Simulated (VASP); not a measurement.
# HfO2 (P4_2/nmc) in VASP: further runs, part 2 of 3

VASP 6.6.1. Earlier steps stand in the parts before.

## Step 4: Phonons, LDA

This run uses another cell than the first one, of 10.28 Å³/atom, 0.943 times its volume.

POSCAR

```
HfO2
1.0
    3.4997152172      0.0000000000      0.0000000000
    0.0000000000      3.4997152172      0.0000000000
    0.0000000000      0.0000000000      5.0378164089
  Hf              O
     2     4
Direct
     0.5000000000000000    0.5000000000000000    0.5000000000000000
     0.0000000000000000    0.0000000000000000    0.0000000000000000
     0.0000000000000000    0.5000000000000000    0.7098581696970594
     0.5000000000000000    0.0000000000000000    0.7901418303029406
     0.5000000000000000    0.0000000000000000    0.2901418303029406
     0.0000000000000000    0.5000000000000000    0.2098581696970593
```

INCAR.step1

```
ALGO     = Normal         # electronic algorithm
EDIFF    = 1E-8           # SCF threshold, eV
EDIFFG   = -0.002         # ionic threshold
ENCUT    = 600            # plane-wave cutoff, eV
GGA      = CA             # functional
IBRION   = 2              # ionic algorithm
ISIF     = 3              # what is computed and relaxed
ISMEAR   = -1             # smearing method
KPAR     = 8            
LASPH    = T              # aspherical terms in the spheres
LCHARG   = F              # write CHGCAR
LREAL    = F              # projectors in reciprocal space
LWAVE    = F              # write WAVECAR
NELM     = 100            # most SCF steps
NSW      = 40             # ionic steps
PREC     = Accurate       # precision mode
SIGMA    = 0.05           # smearing width, eV
```

INCAR.step2

```
ALGO     = Normal         # electronic algorithm
EDIFF    = 1E-8           # SCF threshold, eV
ENCUT    = 600            # plane-wave cutoff, eV
GGA      = CA             # functional
IBRION   = 8              # ionic algorithm
ISIF     = 2              # what is computed and relaxed
ISMEAR   = -1             # smearing method
KPAR     = 8            
LASPH    = T              # aspherical terms in the spheres
LCHARG   = F              # write CHGCAR
LEPSILON = T              # dielectric tensor by DFPT
LREAL    = F              # projectors in reciprocal space
LWAVE    = F              # write WAVECAR
NELM     = 100            # most SCF steps
NSW      = 1              # ionic steps
PREC     = Accurate       # precision mode
SIGMA    = 0.05           # smearing width, eV
```

KPOINTS

```
k-points
0
Gamma
  6 6 4
```

Potentials or basis: VASP PAW LDA potentials, release 64 (Hf_pv, O).

On the command line:

```bash
cat potpaw_LDA.64/Hf_pv/POTCAR potpaw_LDA.64/O/POTCAR > POTCAR
cp INCAR.step1 INCAR
mpirun -np 8 vasp_std > vasp.out
cp CONTCAR POSCAR
cp INCAR.step2 INCAR
mpirun -np 8 vasp_std > vasp.out
```

OUTCAR:

```text
EDIFF = 1E-8
   ENCUT = 600
   GGA = CA
   IBRION = 8
   ISIF = 2
   ISMEAR = -1
   LASPH = T
   LEPSILON = T
   LREAL = F
   NELM = 100
   NSW = 1
   PREC = Accurate

 ion  position               nearest neighbor table
   1  0.500  0.500  0.500-   3 2.05   5 2.05   5 2.05   3 2.05   4 2.31   4 2.31   6 2.31   6 2.31
                             2 3.56   2 3.56   2 3.56   2 3.56   2 3.56   2 3.56   2 3.56   2 3.56
   2  0.000  0.000  0.000-   4 2.05   6 2.05   6 2.05   4 2.05   3 2.31   5 2.31   3 2.31   5 2.31
                             1 3.56   1 3.56   1 3.56   1 3.56   1 3.56   1 3.56   1 3.56   1 3.56
   3  0.000  0.500  0.706-   1 2.05   1 2.05   2 2.31   2 2.31
   4  0.500  0.000  0.794-   2 2.05   2 2.05   1 2.31   1 2.31
   5  0.500  0.000  0.294-   1 2.05   1 2.05   2 2.31   2 2.31
   6  0.000  0.500  0.206-   2 2.05   2 2.05   1 2.31   1 2.31

  LATTYP: Found a simple tetragonal cell.
 ALAT       =     3.5241437319
 C/A-ratio  =     1.4389849473

  Lattice vectors:

 A1 = (   3.5241437319,   0.0000000000,   0.0000000000)
[... 1060 lines left out ...]

 Eigenvectors and eigenvalues of the dynamical matrix
 ----------------------------------------------------

   1 f  =   20.565087 THz   129.214249 2PiTHz  685.977448 cm-1    85.050326 meV
             X         Y         Z           dx          dy          dz
      1.762072  1.762072  2.535595     0.070910   -0.000564   -0.000000
      0.000000  0.000000  0.000000    -0.070910    0.000564    0.000000
      0.000000  1.762072  3.580578    -0.702439    0.000310   -0.000000
      1.762072  0.000000  4.026206     0.702439   -0.000310   -0.000000
      1.762072  0.000000  1.490612    -0.038980    0.005592    0.000000
      0.000000  1.762072  1.044983     0.038980   -0.005592    0.000000
[... 145 lines left out ...]
  18 f/i=    0.009821 THz     0.061710 2PiTHz    0.327609 cm-1     0.040618 meV
             X         Y         Z           dx          dy          dz
      1.762072  1.762072  2.535595     0.297550   -0.579831    0.000000
      0.000000  0.000000  0.000000     0.297550   -0.579831    0.000000
      0.000000  1.762072  3.580578     0.088954   -0.171825    0.000000
      1.762072  0.000000  4.026206     0.088954   -0.171825    0.000000
      1.762072  0.000000  1.490612     0.088175   -0.173344    0.000000
      0.000000  1.762072  1.044983     0.088175   -0.173344    0.000000

--------------------------------------------------------------------------------------------------------

 MACROSCOPIC STATIC DIELECTRIC TENSOR IONIC CONTRIBUTION
 ------------------------------------------------------
          54.062357     0.000000    -0.000000
           0.000000    54.062357    -0.000000
          -0.000000    -0.000000    13.188447
 ------------------------------------------------------

 ELASTIC MODULI CONTR FROM IONIC RELAXATION (kBar)
 Direction    XX          YY          ZZ          XY          YZ          ZX
 --------------------------------------------------------------------------------
 XX        -798.2973    330.7358   -565.2679      0.0000      0.0000     -0.0000
 YY         330.7358   -798.2973   -565.2679      0.0000     -0.0000      0.0000
 ZZ        -565.2679   -565.2679  -1366.7840      0.0000     -0.0000     -0.0000
 XY           0.0000      0.0000      0.0000      0.0000      0.0000      0.0000
 YZ           0.0000     -0.0000     -0.0000      0.0000   -671.4989     -0.0000
 ZX          -0.0000      0.0000     -0.0000      0.0000     -0.0000   -686.3433
 --------------------------------------------------------------------------------

 PIEZOELECTRIC TENSOR IONIC CONTR  for field in x, y, z        (C/m^2)
          XX          YY          ZZ          XY          YZ          ZX
  --------------------------------------------------------------------------------
  x     0.00000    -0.00000     0.00000     0.00000     0.00000     0.00000
  y    -0.00000     0.00000     0.00000     0.00000    -0.00000     0.00000
  z    -0.00000     0.00000     0.00000     0.00000    -0.00000    -0.00000
```

OUTCAR.step1:

```text
EDIFF = 1E-8
   EDIFFG = -0.002
   ENCUT = 600
   GGA = CA
   IBRION = 2
   ISIF = 3
   ISMEAR = -1
   LASPH = T
   LREAL = F
[... 1133 lines left out ...]
  -------------------------------------------------------------------------------------
  Total       -0.0060765     -0.0060765     -0.0016413      0.0000000      0.0000000      0.0000000
  in kB       -0.1545769     -0.1545769     -0.0417526      0.0000000      0.0000000      0.0000000
  external PRESSURE =      -0.1169688 kB  Pullay stress =       0.0000000 kB
[... 21 lines left out ...]
  FREE ENERGIE OF THE ION-ELECTRON SYSTEM (eV)
  ---------------------------------------------------
  free  energy   TOTEN  =       -66.2633157702 eV

  energy  without entropy=      -66.2633157702  energy(sigma->0) =      -66.26331577

 reached required accuracy - stopping structural energy minimisation
```

It took 2.5 min on 8 MPI ranks of Intel Xeon 6975P-C (Granite Rapids), shared host; peak memory 0.58 GiB.

Results:

```
Relaxed volume                                          : 10.50 Å³/atom
Relaxed cell                                            : a = 3.524 Å, b = 3.524 Å, c = 5.071 Å, α = 90.00°, β = 90.00°, γ = 90.00°
Space group after relaxing (to 0.05 Å)                  : P4_2/nmc (No. 137)
Electronic dielectric tensor (diagonal)                 : 5.32, 5.32, 4.89
Born charges (mean of the diagonal)                     : Hf +5.34; O -2.67 e
Highest phonon frequency at Γ, LO-TO splitting left out : 686 cm⁻¹
```

Step by step:
```csv
step,energy change (eV),largest force (eV/Å),pressure (GPa),volume (Å³)
1,0.0000,0.0074,5.06,61.70
2,0.0312,0.1823,-7.90,64.65
3,-0.0170,0.0666,-0.06,62.78
4,-0.0170,0.0652,0.03,62.76
5,-0.0176,0.0509,0.08,62.77
6,-0.0179,0.0307,0.14,62.79
7,-0.0184,0.0264,0.07,62.83
8,-0.0192,0.0128,-0.14,62.95
9,-0.0188,0.0176,-0.49,63.20
10,-0.0195,0.0035,-0.25,63.03
11,-0.0195,0.0062,0.25,62.93
12,-0.0195,0.0015,0.02,62.98
13,-0.0195,0.0013,0.00,62.98
14,-0.0195,0.0006,-0.01,62.98
```

Final structure:
```
Hf O
1.0
     3.52414    0.00000    0.00000
     0.00000    3.52414    0.00000
     0.00000    0.00000    5.07119
Hf O
2 4
Direct
  0.50000 0.50000 0.50000
  0.00000 0.00000 0.00000
  0.00000 0.50000 0.70606
  0.50000 0.00000 0.79394
  0.50000 0.00000 0.29394
  0.00000 0.50000 0.20606
```

Phonon frequencies in cm⁻¹ (negative: imaginary):
```csv
q point,frequencies
"(0.000, 0.000, 0.000)",0 0 0 109 109 120 120 237 288 327 471 471 475 475 616 683 686 686
```

Electronic dielectric tensor:
```
5.32 0.00 0.00
0.00 5.32 0.00
0.00 0.00 4.89
```

Born effective charge tensors (e):
atom 1, Hf
```
5.53 0.00 0.00
0.00 5.53 0.00
0.00 0.00 4.95
```
atom 2, Hf
```
5.53 0.00 0.00
0.00 5.53 0.00
0.00 0.00 4.95
```
atom 3, O
```
-3.35  0.00  0.00
 0.00 -2.18  0.00
 0.00  0.00 -2.47
```
atom 4, O
```
-3.35  0.00  0.00
 0.00 -2.18  0.00
 0.00  0.00 -2.47
```
atom 5, O
```
-2.18  0.00  0.00
 0.00 -3.35  0.00
 0.00  0.00 -2.47
```
atom 6, O
```
-2.18  0.00  0.00
 0.00 -3.35  0.00
 0.00  0.00 -2.47
```

## Step 5: Phonons, LDA

This run uses another cell than the first one, of 10.60 Å³/atom, 0.971 times its volume.

POSCAR

```
HfO2
1.0
    3.5355430030      0.0000000000      0.0000000000
    0.0000000000      3.5355430030      0.0000000000
    0.0000000000      0.0000000000      5.0867686345
  Hf              O
     2     4
Direct
     0.5000000000000000    0.5000000000000000    0.5000000000000000
     0.0000000000000000    0.0000000000000000    0.0000000000000000
     0.0000000000000000    0.5000000000000000    0.7043560229864743
     0.5000000000000000    0.0000000000000000    0.7956439770135257
     0.5000000000000000    0.0000000000000000    0.2956439770135257
     0.0000000000000000    0.5000000000000000    0.2043560229864743
```

INCAR.step1

```
SYSTEM = HfO2
PREC = Accurate
ENCUT = 600
EDIFF = 1E-8
ISMEAR = -1
SIGMA = 0.05
LREAL = .FALSE.
LASPH = .TRUE.
NELM = 80
ALGO = Normal
ISIF = 3
LWAVE = .FALSE.
LCHARG = .FALSE.
GGA = CA
KPAR = 8
IBRION = 2
NSW = 40
EDIFFG = -0.002
```

INCAR.step2

```
SYSTEM = HfO2
PREC = Accurate
ENCUT = 600
EDIFF = 1E-8
ISMEAR = -1
SIGMA = 0.05
LREAL = .FALSE.
LASPH = .TRUE.
NELM = 80
ALGO = Normal
ISIF = 2
LWAVE = .FALSE.
LCHARG = .FALSE.
GGA = CA
KPAR = 8
IBRION = 8
NSW = 1
LEPSILON = .TRUE.
```

KPOINTS

```
regular mesh
0
G
  6 6 4
  0 0 0
```

Potentials or basis: VASP PAW LDA potentials, release 64 (Hf_pv, O).

On the command line:

```bash
cat potpaw_LDA.64/Hf_pv/POTCAR potpaw_LDA.64/O/POTCAR > POTCAR
cp INCAR.step1 INCAR
mpirun -np 8 vasp_std > vasp.out
cp CONTCAR POSCAR
cp INCAR.step2 INCAR
mpirun -np 8 vasp_std > vasp.out
```

OUTCAR:

```text
SYSTEM = HfO2
   PREC = Accurate
   ENCUT = 600
   EDIFF = 1E-8
   ISMEAR = -1
   LREAL = .FALSE.
   LASPH = .TRUE.
   NELM = 80
   ISIF = 2
   GGA = CA
   IBRION = 8
   NSW = 1
   LEPSILON = .TRUE.

 ion  position               nearest neighbor table
   1  0.500  0.500  0.500-   3 2.05   5 2.05   5 2.05   3 2.05   4 2.31   4 2.31   6 2.31   6 2.31
                             2 3.55   2 3.55   2 3.55   2 3.55   2 3.55   2 3.55   2 3.55   2 3.55
   2  0.000  0.000  0.000-   4 2.05   6 2.05   6 2.05   4 2.05   3 2.31   5 2.31   3 2.31   5 2.31
                             1 3.55   1 3.55   1 3.55   1 3.55   1 3.55   1 3.55   1 3.55   1 3.55
   3  0.000  0.500  0.706-   1 2.05   1 2.05   2 2.31   2 2.31
   4  0.500  0.000  0.794-   2 2.05   2 2.05   1 2.31   1 2.31
   5  0.500  0.000  0.294-   1 2.05   1 2.05   2 2.31   2 2.31
   6  0.000  0.500  0.206-   2 2.05   2 2.05   1 2.31   1 2.31

  LATTYP: Found a simple tetragonal cell.
 ALAT       =     3.5240048717
 C/A-ratio  =     1.4388616421

  Lattice vectors:

[... 1061 lines left out ...]

 Eigenvectors and eigenvalues of the dynamical matrix
 ----------------------------------------------------

   1 f  =   20.564100 THz   129.208053 2PiTHz  685.944549 cm-1    85.046247 meV
             X         Y         Z           dx          dy          dz
      1.762002  1.762002  2.535278    -0.070944    0.001245   -0.000000
      0.000000  0.000000  0.000000     0.070944   -0.001245   -0.000000
      0.000000  1.762002  3.580226     0.702342   -0.000686    0.000000
      1.762002  0.000000  4.025607    -0.702342    0.000686    0.000000
      1.762002  0.000000  1.490329     0.039090   -0.012330   -0.000000
      0.000000  1.762002  1.044949    -0.039090    0.012330   -0.000000
[... 145 lines left out ...]
  18 f/i=    0.009518 THz     0.059802 2PiTHz    0.317477 cm-1     0.039362 meV
             X         Y         Z           dx          dy          dz
      1.762002  1.762002  2.535278    -0.609181    0.231550   -0.000000
      0.000000  0.000000  0.000000    -0.609181    0.231550   -0.000000
      0.000000  1.762002  3.580226    -0.182122    0.068640   -0.000000
      1.762002  0.000000  4.025607    -0.182122    0.068640   -0.000000
      1.762002  0.000000  1.490329    -0.180584    0.069225   -0.000000
      0.000000  1.762002  1.044949    -0.180584    0.069225   -0.000000

--------------------------------------------------------------------------------------------------------

 MACROSCOPIC STATIC DIELECTRIC TENSOR IONIC CONTRIBUTION
 ------------------------------------------------------
          53.988941     0.000000     0.000000
           0.000000    53.988941    -0.000000
           0.000000    -0.000000    13.182113
 ------------------------------------------------------

 ELASTIC MODULI CONTR FROM IONIC RELAXATION (kBar)
 Direction    XX          YY          ZZ          XY          YZ          ZX
 --------------------------------------------------------------------------------
 XX        -799.0412    331.0781   -565.1463      0.0000      0.0000     -0.0000
 YY         331.0781   -799.0412   -565.1463      0.0000     -0.0000     -0.0000
 ZZ        -565.1463   -565.1463  -1365.0238      0.0000      0.0000     -0.0000
 XY           0.0000      0.0000      0.0000      0.0000      0.0000      0.0000
 YZ           0.0000     -0.0000      0.0000      0.0000   -672.3758      0.0000
 ZX          -0.0000     -0.0000     -0.0000      0.0000      0.0000   -687.2409
 --------------------------------------------------------------------------------

 PIEZOELECTRIC TENSOR IONIC CONTR  for field in x, y, z        (C/m^2)
          XX          YY          ZZ          XY          YZ          ZX
  --------------------------------------------------------------------------------
  x     0.00000    -0.00000    -0.00000     0.00000     0.00000     0.00000
  y     0.00000     0.00000     0.00000     0.00000     0.00000     0.00000
  z     0.00000    -0.00000    -0.00000     0.00000    -0.00000    -0.00000
```

OUTCAR.step1:

```text
SYSTEM = HfO2
   PREC = Accurate
   ENCUT = 600
   EDIFF = 1E-8
   ISMEAR = -1
   LREAL = .FALSE.
   LASPH = .TRUE.
   NELM = 80
   ISIF = 3
[... 1133 lines left out ...]
  -------------------------------------------------------------------------------------
  Total       -0.0063392     -0.0063392      0.0089289      0.0000000      0.0000000     -0.0000000
  in kB       -0.1612925     -0.1612925      0.2271859      0.0000000      0.0000000     -0.0000000
  external PRESSURE =      -0.0317997 kB  Pullay stress =       0.0000000 kB
[... 21 lines left out ...]
  FREE ENERGIE OF THE ION-ELECTRON SYSTEM (eV)
  ---------------------------------------------------
  free  energy   TOTEN  =       -66.2690671185 eV

  energy  without entropy=      -66.2690671184  energy(sigma->0) =      -66.26906712

 reached required accuracy - stopping structural energy minimisation
```

OSZICAR.step1:

```text
N       E                     dE             d eps       ncg     rms          rms(c)
DAV:   1     0.279690417692E+03    0.27969E+03   -0.27862E+04  1560   0.189E+03
DAV:   2    -0.643625527111E+02   -0.34405E+03   -0.33775E+03  2102   0.424E+02
DAV:   3    -0.769832081830E+02   -0.12621E+02   -0.12601E+02  1836   0.783E+01
DAV:   4    -0.771047943397E+02   -0.12159E+00   -0.12152E+00  2080   0.833E+00
[... 110 lines left out ...]
DAV:   8    -0.662690671582E+02    0.21264E-08   -0.16242E-09   780   0.295E-04
  11 F= -.66269067E+02 E0= -.66269067E+02  d E =-.141270E-04
       N       E                     dE             d eps       ncg     rms          rms(c)
DAV:   1    -0.662690671651E+02   -0.48267E-08   -0.19723E-06  1560   0.107E-02    0.487E-03
DAV:   2    -0.662690671252E+02    0.39932E-07   -0.22617E-07  1608   0.293E-03    0.124E-03
DAV:   3    -0.662690671185E+02    0.66798E-08   -0.92608E-09   894   0.780E-04
  12 F= -.66269067E+02 E0= -.66269067E+02  d E =-.140873E-04
```

Wall time 2.9 min (8 MPI ranks of AMD EPYC 9R45 (Zen 5), shared host); peak memory 0.55 GiB.

What came out:

* Relaxed volume: 10.49 Å³/atom
* Relaxed cell: a = 3.524 Å, b = 3.524 Å, c = 5.071 Å, α = 90.00°, β = 90.00°, γ = 90.00°
* Space group after relaxing (to 0.05 Å): P4_2/nmc (No. 137)
* Electronic dielectric tensor (diagonal): 5.32, 5.32, 4.89
* Born charges (mean of the diagonal): Hf +5.34; O -2.67 e
* Highest phonon frequency at Γ, LO-TO splitting left out: 686 cm⁻¹

The path:
| step | energy change (eV) | largest force (eV/Å) | pressure (GPa) | volume (Å³) |
| --- | --- | --- | --- | --- |
| 1 | 0.0000 | 0.0037 | -2.26 | 63.58 |
| 2 | 0.0069 | 0.1027 | 3.99 | 62.22 |
| 3 | -0.0037 | 0.0350 | 0.00 | 63.07 |
| 4 | -0.0037 | 0.0358 | 0.04 | 63.06 |
| 5 | -0.0039 | 0.0273 | 0.03 | 63.05 |
| 6 | -0.0041 | 0.0134 | 0.00 | 63.03 |
| 7 | -0.0042 | 0.0096 | -0.04 | 63.02 |
| 8 | -0.0043 | 0.0007 | -0.13 | 63.00 |
| 9 | -0.0043 | 0.0001 | -0.14 | 63.00 |
| 10 | -0.0044 | 0.0029 | 0.10 | 62.94 |
| 11 | -0.0044 | 0.0014 | 0.01 | 62.97 |
| 12 | -0.0044 | 0.0014 | 0.00 | 62.97 |

Final structure:
```cif
data_structure
_symmetry_space_group_name_H-M 'P 1'
_symmetry_Int_Tables_number 1
_cell_length_a 3.5240
_cell_length_b 3.5240
_cell_length_c 5.0706
_cell_angle_alpha 90.000
_cell_angle_beta 90.000
_cell_angle_gamma 90.000
_cell_volume 62.97
loop_
_atom_site_label
_atom_site_type_symbol
_atom_site_fract_x
_atom_site_fract_y
_atom_site_fract_z
_atom_site_occupancy
Hf1 Hf 0.50000 0.50000 0.50000 1
Hf2 Hf 0.00000 0.00000 0.00000 1
O1 O 0.00000 0.50000 0.70608 1
O2 O 0.50000 0.00000 0.79392 1
O3 O 0.50000 0.00000 0.29392 1
O4 O 0.00000 0.50000 0.20608 1
```

Phonon frequencies in cm⁻¹ (negative: imaginary):
```csv
q point,frequencies
"(0.000, 0.000, 0.000)",0 0 0 109 109 120 120 238 288 327 471 471 475 475 616 683 686 686
```

Electronic dielectric tensor:
```
5.32 0.00 0.00
0.00 5.32 0.00
0.00 0.00 4.89
```

Born effective charge tensors (e):
atom 1, Hf
```
5.53 0.00 0.00
0.00 5.53 0.00
0.00 0.00 4.95
```
atom 2, Hf
```
5.53 0.00 0.00
0.00 5.53 0.00
0.00 0.00 4.95
```
atom 3, O
```
-3.35  0.00  0.00
 0.00 -2.18  0.00
 0.00  0.00 -2.47
```
atom 4, O
```
-3.35  0.00  0.00
 0.00 -2.18  0.00
 0.00  0.00 -2.47
```
atom 5, O
```
-2.18  0.00  0.00
 0.00 -3.35  0.00
 0.00  0.00 -2.47
```
atom 6, O
```
-2.18  0.00  0.00
 0.00 -3.35  0.00
 0.00  0.00 -2.47
```

[end of part 2 of 3]
